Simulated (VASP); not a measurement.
GaN, 4 atoms in the cell. It takes space group P6_3mc (No. 186, hexagonal). The conventional cell has a = 3.180 Å, b = 3.180 Å, c = 5.166 Å, α = 90.00°, β = 90.00°, γ = 120.00°. Ga (site symmetry 3m) has 4 N at 1.94 to 1.95 Å as nearest neighbours. N (site symmetry 3m) has 4 Ga at 1.94 to 1.95 Å as nearest neighbours. 

| Quantity | Value |
| --- | --- |
| Program | VASP 6.6.1 |
| Task | relaxation of cell and atoms |
| Functional | TPSS |
| Potentials or basis | VASP PAW PBE potentials, release 64 (Ga_d, N) |
| Cutoff | 600 eV |
| k mesh | 10 × 10 × 5 |
| Occupations | fermi-dirac, width 0.05 eV |
| Spin | no spin polarisation |
| Further INCAR settings | ALGO = Normal; EDIFF = 1e-06; IBRION = 2; EDIFFG = -0.02; NSW = 60; ISIF = 3 |

Potentials or basis: VASP PAW PBE potentials, release 64 (Ga_d, N).

Command:

```sh
$ cat potpaw_PBE.64/Ga_d/POTCAR potpaw_PBE.64/N/POTCAR > POTCAR
$ mpirun -np 1 vasp_std > vasp.out
```

Hardware: 1 thread of Intel(R) Xeon(R) Platinum 8559C (Emerald Rapids) (shared host).

Q: How long does it take, and how much memory?

A: It took 6.8 min on 1 thread of Intel(R) Xeon(R) Platinum 8559C (Emerald Rapids) (shared host), peak memory 0.22 GiB. Counts: scf iterations 44, k points 42, ion steps 3.
